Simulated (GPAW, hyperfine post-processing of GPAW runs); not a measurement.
# LiMnOF2: isotropic lines and sites in a paramagnetic 17O spectrum

Calculated values: DFT, revPBE+U, plane-wave PAW, GPAW setups, collinear spin, scalar-relativistic (GPAW), contact and point-dipole shifts scaled to 320 K with Θ = 0 K (a pure Curie law); spin-only moments, above the ordering temperature.

```
Mn F O Li
1.0
     5.07516    0.00000    0.00000
    -2.24923    4.55020    0.00000
    -2.24581   -1.75289    4.63270
Mn F O Li
2 4 2 2
Direct
  0.52556 0.76195 0.28623
  0.52060 0.25662 0.78664
  0.33419 0.48882 0.49110
  0.02919 0.86357 0.53431
  0.66823 0.00156 0.03480
  0.99833 0.65228 0.99007
  0.60660 0.13298 0.50213
  0.36591 0.39109 0.00333
  0.14329 0.08683 0.15992
  0.06615 0.51215 0.65682
```

17O MAS at 2.35 T (13.6 MHz), 30 kHz, 320 K; contact and dipolar shift alone, no orbital or quadrupolar part; lines under 1.5 % of the strongest are left out. NMR lines, with heights relative to the strongest:

| position (ppm) | intensity |
| --- | --- |
| -2642.6 | 3.5 |
| -431.7 | 23 |
| 1779.1 | 100 |
| 3990.0 | 73 |
| 6200.8 | 36 |
| 8411.7 | 38 |
| 10622.5 | 10 |
| 12833.4 | 3.0 |

Q: Find the isotropic shifts among the lines and assign them to the O sites.

Sidebands are spaced by 2211 ppm (the spinning rate over the resonance of 13.6 MHz). An isotropic line need not be the tallest: it is the area-weighted centre of its own family of sidebands, and the one that stays put when the rate is changed. Isotropic shifts: 3990 ppm for atom 7 and the 1 atom equivalent to it (bonded to 2 Mn at 1.88 Å), reduced anisotropy 6951 ppm.

[Logs are printed without paths, hosts, clocks, repeated set-up lines and the standing remarks that a program may print on its own settings, such as how far it seeks lower states.]

[Hosts, paths, dates, database ids (printed as entryN), source tags and the programs' standing remarks are cut or masked in the printed files.]
